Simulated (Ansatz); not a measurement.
## Ni under changes of volume

One of the cells (10.569 Å³/atom); the others are scaled copies at fixed shape and fractional positions:

```
CELL_PARAMETERS angstrom
2.44802 0.00000 0.00000
-1.22401 2.12005 0.00000
0.00000 0.00000 4.07281
ATOMIC_POSITIONS crystal
Ni 0.66667 0.33333 0.75000
Ni 0.33333 0.66667 0.25000
```

This isn't the form of Ni at room conditions, which is fcc.

```yaml
Program: Ansatz 0.2.0
Functional: HSE06
Potentials_or_basis: Ansatz PAW
Cutoff: "420 eV (not typed: the program's choice for these potentials)"
k_mesh: 8 × 8 × 4
Occupations: fermi-dirac, width 0.05 eV
Spin: collinear spin, ferromagnetic start
Starting_moments: "[1.0, 1.0] μB"
```

| volume (Å³/atom) | energy over the lowest point (meV/atom) | pressure (GPa) | moment (μB per cell) |
| --- | --- | --- | --- |
| 9.935 | 118.81 | 26.5 | 1.56 |
| 10.146 | 87.63 | 21.0 | 1.56 |
| 10.357 | ? | ? | ? |
| 10.569 | 40.96 | 15.4 | 1.56 |
| 10.780 | 22.25 | 11.9 | 1.57 |
| 10.992 | 8.90 | 8.4 | 1.58 |
| 11.203 | 0.00 | 5.6 | 1.63 |

Task: What does the run at 10.357 Å³/atom give?

Result: Energy over the lowest point 63.30 meV/atom; pressure 16.2 GPa; moment 1.56 μB per cell.

Worked out: A Birch-Murnaghan fit of order 3 (a polynomial in V^(-2/3)) to the other rows has no minimum within the range. It gives 62.04 meV/atom at 10.357 Å³/atom, against the run's 63.30, and -dE/dV = 18.2 GPa, against 16.2. A parabola through the other rows of the moment, of slope 0.00625 μB per Å³/atom there, gives 1.55 μB, against the run's 1.56.

Energies are extrapolated to zero smearing.

Caveats: all runs use coarse meshes; the magnetic or orbital state may not be the lowest; the PAW data sets come from PBE, with cores solved anew for the run's functional, which leaves a small shift of forces and pressure; the thresholds are loose for stress.
